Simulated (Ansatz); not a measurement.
Comparing deformations in HfO2

These are results of Ansatz 0.2.0, DFT PBE, scalar-relativistic, plane waves, PAW, not measurements. Settings: plane waves to 420 eV, k-mesh 8×8×8 (Γ-centred), Gaussian smearing 0.05 eV. Spin–orbit coupling is left out, which can shift energies with elements as heavy as these. No spin polarisation. Energies are free energies at this smearing, counted from the undisturbed cell; pressure is positive in compression.

The starting cell (relaxed at this level; this fluorite-type form isn't the usual structure):

```
CELL_PARAMETERS angstrom
0.00000 2.54881 2.54881
2.54881 0.00000 2.54881
2.54881 2.54881 0.00000
ATOMIC_POSITIONS crystal
Hf 0.00000 0.00000 0.00000
O 0.25000 0.25000 0.25000
O 0.75000 0.75000 0.75000
```

The cell is strained by ε times a Voigt pattern (xx, yy, zz, yz, xz, xy; engineering shear) with fractional coordinates fixed. τ = (1/V0) dE/dε comes from the stress tensor. Of each scan, only the three points used here are listed.

| pattern | ε | τ (GPa) |
| --- | --- | --- |
| (0, 0, 0, 1, 0, 0) | -0.0100 | -0.88 |
| (0, 0, 0, 1, 0, 0) | 0.0000 | 0.00 |
| (0, 0, 0, 1, 0, 0) | 0.0050 | 0.44 |
| (1, 0, 0, 0, 0, 0) | -0.0150 | -8.46 |
| (1, 0, 0, 0, 0, 0) | 0.0000 | 0.00 |
| (1, 0, 0, 0, 0, 0) | 0.0150 | 7.94 |

Task: Which constants do the scans give, and which deformation costs least for the same size of strain tensor?

Result: The slope dτ/dε at zero (parabola through three points) is pᵀCp: (0, 0, 0, 1, 0, 0) gives C44 = 88 GPa; (1, 0, 0, 0, 0, 0) gives C11 = 546 GPa. The size of the strain tensor, ε:ε, is ε² times 0.5, 1.0. Per unit of it the stiffnesses are 176, 546 GPa, so (0, 0, 0, 1, 0, 0) is the softest of these: at ε:ε = (1 %)² the quadratic term costs 0.61 meV/atom against 1.88 for the stiffest. These are clamped-ion values.

Forces appear on the atoms along this scan, and letting them relax would lower the energy and soften the response.

Cost: 18 runs of about 0.9 core-minutes in all, on Intel Xeon Platinum 8259CL (Skylake/Cascade Lake) (shared hosts).